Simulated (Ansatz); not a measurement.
Crystal: CoO.

```
CELL_PARAMETERS angstrom
2.85630 0.00000 0.00000
-1.42815 2.47363 0.00000
0.00000 0.00000 2.78761
ATOMIC_POSITIONS crystal
Co 0.00000 0.00000 0.00000
O 0.66667 0.33333 0.50000
```

Measurements of this composition are mostly on another form, of space group No. 225.

| Quantity | Value |
| --- | --- |
| Program | Ansatz 0.2.0 |
| Task | relaxation of cell and atoms |
| Functional | PBE |
| Potentials or basis | Ansatz PAW |
| Cutoff | 420 eV (not typed: the program's choice for these potentials) |
| k mesh | 11 × 11 × 10 |
| Occupations | fermi-dirac, width 0.05 eV |
| Spin | collinear spin, ferromagnetic start |
| Starting moments | [2.0, 0.0] μB |

At the start: volume 9.85 Å³/atom.

Problem. How do energy, volume and symmetry change on relaxing?

Solution. It ends after 7 steps and the volume is 9.43 Å³/atom (-4.2 %); space group P-6m2 (No. 187, to 0.05 Å); moment 3.00 μB per cell.

Step by step:
| step | energy change (eV) | largest force (eV/Å) | volume (Å³) |
| --- | --- | --- | --- |
| 1 | 0.0000 | 0.0000 | 19.70 |
| 2 | -0.0201 | 0.0000 | 19.25 |
| 3 | -0.0267 | 0.0000 | 18.85 |
| 4 | -0.0266 | 0.0000 | 18.89 |
| 5 | -0.0236 | 0.0000 | 18.89 |
| 6 | -0.0237 | 0.0000 | 18.87 |
| 7 | -0.0237 | 0.0000 | 18.87 |

Final structure:
```
Co O
1.0
     2.82975    0.00000    0.00000
    -1.41487    2.45063    0.00000
     0.00000    0.00000    2.72072
Co O
1 1
Direct
  0.00000 0.00000 0.00000
  0.66667 0.33333 0.50000
```

Caveat: the plane-wave basis is chosen anew once the cell has moved, so the energies of steps on either side of that aren't comparable; the pressure holds a Pulay correction of +0.7 GPa for the finite cutoff; a cell with one magnetic atom can't hold antiferromagnetic order, which such compounds often take.
